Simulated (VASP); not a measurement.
Runs of VASP 6.6.1 on BaS. Symmetry: Fm-3m, No. 225, cubic system. Conventional cell: a = 6.451 Å, b = 6.451 Å, c = 6.451 Å, α = 90.00°, β = 90.00°, γ = 90.00°. Ba (site symmetry m-3m) is surrounded by 6 S at 3.23 Å. Around S (site symmetry m-3m) lie 6 Ba at 3.23 Å. The cell is a database's computed one.

```tsv
task	level	potentials or basis	cell	k mesh	cutoff (eV)	mesh quality	gap on the mesh (eV)	pressure (GPa)	relaxed volume (Å³/atom)
relaxation of cell and atoms	LDA	VASP PAW LDA potentials, release 64 (Ba_sv, S)	relaxed	8 × 8 × 8	600	not flagged	1.83	0.0	31.30
relaxation of cell and atoms	PBEsol	VASP PAW PBE potentials, release 64 (Ba_sv, S)	relaxed	4 × 4 × 4	600	coarse	1.96	0.0	(b)
single point	PBEsol	VASP PAW PBE potentials, release 64 (Ba_sv, S)	as given	8 × 8 × 8	520	not flagged	2.03	-1.7	-
relaxation of cell and atoms	PBEsol	VASP PAW PBE potentials, release 64 (Ba_sv, S)	relaxed	8 × 8 × 8	600	not flagged	1.96	0.0	32.20
relaxation of cell and atoms	PBEsol	VASP PAW PBE potentials, release 64 (Ba_sv, S)	relaxed	8 × 8 × 8	580	not flagged	1.96	0.0	32.20
relaxation of cell and atoms	PBE	VASP PAW PBE potentials, release 64 (Ba_sv, S)	relaxed	8 × 8 × 8	600	not flagged	2.16	0.0	33.65
relaxation of cell and atoms	PBE+D3(BJ)	VASP PAW PBE potentials, release 64 (Ba_sv, S)	relaxed	8 × 8 × 8	600	not flagged	2.11	0.0	(a)
relaxation of cell and atoms	PBEsol	VASP PAW PBE potentials, release 64 (Ba_sv, S)	relaxed	8 × 8 × 8	300	not flagged	1.96	0.0	32.15
relaxation of cell and atoms	RPBE	VASP PAW PBE potentials, release 64 (Ba_sv, S)	relaxed	8 × 8 × 8	600	not flagged	2.36	0.0	34.95
```

Alike in all rows: no spin polarisation; smearing gaussian 0.02 eV.

Task: Fill in the values left out.

Result: (a) 32.60; (b) 32.24.

Caveats: some runs use coarse meshes; spin-orbit coupling is left out, which moves the levels of the heavy elements; the PAW data sets were made with another functional, which shifts forces and pressure a little (some runs); the cutoff is under 1.25 times the usual one of these potentials, so pressure, stress and relaxed cells hold a basis-set (Pulay) error (some runs).

A k mesh can miss the band edges, and the runs leave out spin-orbit coupling on Ba.
